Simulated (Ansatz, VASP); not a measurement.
Zn in VASP and in Ansatz

The input INCAR:

```
SYSTEM = Zn
PREC = Accurate
ENCUT = 520
EDIFF = 1E-7
ISMEAR = 0
SIGMA = 0.15
LREAL = .FALSE.
LASPH = .TRUE.
NELM = 80
ALGO = Fast
ISIF = 2
LWAVE = .FALSE.
LCHARG = .FALSE.
NBANDS = 12
```

The input KPOINTS:

```
regular mesh
0
G
  22 22 22
  0 0 0
```

File POSCAR:

```
Zn
1.0
   -1.5219658900      1.5219658900      1.6161081100
    1.5219658900     -1.5219658900      1.6161081100
    1.5219658900      1.5219658900     -1.6161081100
Zn
1
Direct
    0.0000000000      0.0000000000      0.0000000000
```

Input for Ansatz:

```yaml
crystal:
  lattice:
    - [-1.52196589, 1.52196589, 1.61610811]
    - [1.52196589, -1.52196589, 1.61610811]
    - [1.52196589, 1.52196589, -1.61610811]
  atoms:
    - { symbol: Zn, position: [0.0, 0.0, 0.0] }
basis:
  ecutwfc: 420
kpoints:
  mp_grid: { grid: [22, 22, 22] }
hamiltonian:
  xc: lda
scf:
  occupations: { method: gaussian, width: 0.15 }
output:
  forces: true
  stress: true
  eigenvalues: true
```

Change from the starting cell: strain -0.030 along x and y, +0.030 along z, atoms carried along.

Alike in both runs: task single point; functional LDA; k mesh 22 × 22 × 22; occupations gaussian, width 0.15 eV; no spin polarisation.

```csv
,VASP,Ansatz
version,VASP 6.6.1,Ansatz 0.2.0
potentials or method,"VASP PAW LDA potentials, release 64 (Zn)","scalar-relativistic, plane waves, PAW"
plane-wave cutoff (eV),520,420
valence electrons in the cell,12,12
```

Ansatz gave:

```
gap on the k mesh at the Fermi level (eV)       : none
pressure (GPa)                                  : -6.8
largest component of the traceless stress (GPa) : 1.93
```

Q: Estimate VASP's values.

A: gap on the k mesh at the Fermi level (eV): none; pressure (GPa): -6.3; largest component of the traceless stress (GPa): 1.94.

A gap of «none» marks a metal or a gap that the smearing closes.
